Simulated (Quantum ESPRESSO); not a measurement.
Runs of Quantum ESPRESSO 7.5 on TiC. Symmetry: Fm-3m, No. 225, cubic system. Conventional cell: a = 4.331 Å, b = 4.331 Å, c = 4.331 Å, α = 90.00°, β = 90.00°, γ = 90.00°. Around Ti (site symmetry m-3m) lie 6 C at 2.17 Å. C (site symmetry m-3m) is surrounded by 6 Ti at 2.17 Å. The cell is a database's computed one.

| level | U | mixing beta | gap on the mesh (eV) | pressure (GPa) |
| --- | --- | --- | --- | --- |
| PBEsol | - | 0.5 | none | (c) |
| PBEsol+U | Ti d U = 8 eV | 0.3 | none | 10.8 |
| PBEsol+U | Ti d U = 6 eV | 0.3 | none | 5.5 |
| PBEsol+U | Ti d U = 5 eV | 0.3 | none | (b) |
| PBEsol+U | Ti d U = 1 eV | 0.3 | none | -4.9 |
| PBEsol+U | Ti d U = 3 eV | 0.3 | none | -1.1 |
| PBEsol+U | Ti d U = 4 eV | 0.3 | none | (a) |
| PBEsol+U | Ti d U = 2 eV | 0.3 | none | -3.1 |

Alike in all rows: task projected density of states; potentials or basis SSSP 1.3 efficiency PBE; no spin polarisation; cell as given; k mesh 11 × 11 × 11; cutoff (eV) 748; smearing fermi-dirac 0.05 eV.

Question: Fill in the values left out.

Answer: (a) 1.0; (b) 3.2; (c) -6.6.

Caveats: the potentials were made for another functional, which shifts forces and pressure; U without spin polarisation on a metal has little footing (some runs); the U is typed as a test and isn't derived for this compound (some runs).

A gap of «none» marks a metal or a gap under the smearing width.
